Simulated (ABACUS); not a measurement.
FeO (Wuestite): equation of state with PBE

Crystal: FeO (Wuestite).

```
CELL_PARAMETERS angstrom
1.51882 0.87689 2.51958
-1.51882 0.87689 2.51958
0.00000 -1.75378 2.51958
ATOMIC_POSITIONS crystal
Fe 0.00000 0.00000 0.00000
O 0.50000 0.50000 0.50000
```

| Property | Result |
| --- | --- |
| Program | ABACUS 3.10.1 |
| Task | equation of state |
| Functional | PBE |
| Potentials or basis | PseudoDojo NC SR 0.4.1 PBE standard |
| Cutoff | 1361 eV |
| Density cutoff | 5442 eV |
| Basis | DZP LCAO (the cutoffs set its grid) |
| k mesh | 11 × 11 × 11 |
| Occupations | fermi-dirac, width 0.05 eV |
| Spin | collinear spin, ferromagnetic start |
| Starting moments | [3.0, 0.0] μB |
| Orbital files | Fe Fe_confined-atom_7au_3s2p2d1f.orb, O O_confined-atom_6au_2s2p1d.orb |
| Radial cutoff of the potentials (pseudo_rcut) | 10 bohr |
| SCF threshold on the density | 1e-07 |
| Max SCF steps | 100 |
| Eigensolver | genelpa |
| Mixing | broyden |
| Mixing share | 0.4 |
| Symmetry key | 1 |

* Equilibrium volume: 10.00 Å³/atom
* Bulk modulus at fixed shape and positions: 185 GPa
* Pressure derivative of the bulk modulus: 4.6

Energy against volume, from the lowest point:
| volume (Å³/atom) | energy (meV/atom) |
| --- | --- |
| 9.463 | 17.78 |
| 9.664 | 6.42 |
| 9.866 | 0.64 |
| 10.067 | 0.00 |
| 10.268 | 3.72 |
| 10.470 | 11.63 |
| 10.671 | 23.01 |

All runs of the series together: 2.3 min on 4 threads of INTEL(R) XEON(R) PLATINUM 8581C CPU @ 2.10GHz (Emerald Rapids), with other jobs on the host.

Caveat: the atomic orbitals were generated for these runs and aren't a published set; the cell was scaled at fixed shape and fractional positions, which overstates the stiffness of a crystal with free parameters, most of all of layers and chains; the basis of atomic orbitals isn't converged, which shifts pressures, moduli and gaps.
